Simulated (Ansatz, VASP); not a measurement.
SnSe in VASP and in Ansatz

```
Sn Se
1.0
     0.00000    3.00625    3.00625
     3.00625    0.00000    3.00625
     3.00625    3.00625    0.00000
Sn Se
1 1
Direct
  0.00000 0.00000 0.00000
  0.50000 0.50000 0.50000
```

Alike in both runs: functional r2SCAN; k mesh 8 × 8 × 8; no spin polarisation.

Ansatz relaxed the structure, and its values are those at the end. VASP's run is a single point on that final structure, the one shown.

|  | VASP | Ansatz |
| --- | --- | --- |
| version | VASP 6.6.1 | Ansatz 0.2.0 |
| potentials or method | VASP PAW PBE potentials, release 64 (Sn_d, Se) | plane waves, PAW |
| plane-wave cutoff (eV) | 520 | 500 |
| occupations | gaussian, width 0.01 eV | fixed |
| valence electrons in the cell | 20 | 30 |

```csv
,VASP,Ansatz,Ansatz less VASP
gap on the k mesh at the Fermi level (eV),0.47,0.47,0.000
pressure (GPa),0.1,0.1,-0.01
```

The two sets of potentials don't hold the same shells in valence. Ansatz warned: «stress_scf_threshold_loose».

Caveats: the PAW data sets were made with another functional, which shifts forces and pressure a little (VASP); spin-orbit coupling is left out, which moves the levels of the heavy elements.
